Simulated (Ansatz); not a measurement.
Here is an Ansatz 0.2.0 calculation.

Contents of input.yaml:

```yaml
crystal:
  lattice:
    - [0.0, 3.06065, 3.06065]
    - [3.06065, 0.0, 3.06065]
    - [3.06065, 3.06065, 0.0]
  atoms:
    - { symbol: Pb, position: [0.0, 0.0, 0.0] }
    - { symbol: Se, position: [0.5, 0.5, 0.5] }
kpoints:
  mp_grid: { grid: [8, 8, 8] }
scf:
  occupations: { method: gaussian, width: 0.011 }
hamiltonian:
  xc: pbe
  pseudopotentials: { kind: all_electron, lapw: { basis_error: 0.001 } }
output:
  forces: true
  stress: true
  eigenvalues: true
```

Potentials or basis: all-electron LAPW, scalar-relativistic.

Launch:

```sh
$ ansatz run input.yaml --threads 1 --pin off --max-ram 3072MiB --backend cpu --events-out ev --progress --plain --runs-dir out
```

**Question.** Estimate the pressure.

**Answer.** 2.4 GPa.

**Question.** Predict the band gap on the k mesh.

**Answer.** 0.28 eV, direct.

Caveat: spin-orbit coupling is left out, which as a rule narrows the gap of such compounds by several tenths of an eV.

**Experimental background.**

From a printed reference work, monograph, for a bulk crystal of PbSe at 4.2 K: band gap 0.15 eV (direct).

Measured gap of PbSe: 0.15 eV (direct; 4.2 K; a printed reference work, monograph). This calculation gives 0.28 eV (+0.13 eV). 2 values of this kind are on record (0.15 to 0.28 eV); this one was drawn at random. Spin-orbit coupling on Pb, Se is left out. The value is that of PBE on a finite k mesh, which can miss the band edges, without temperature or zero-point motion.
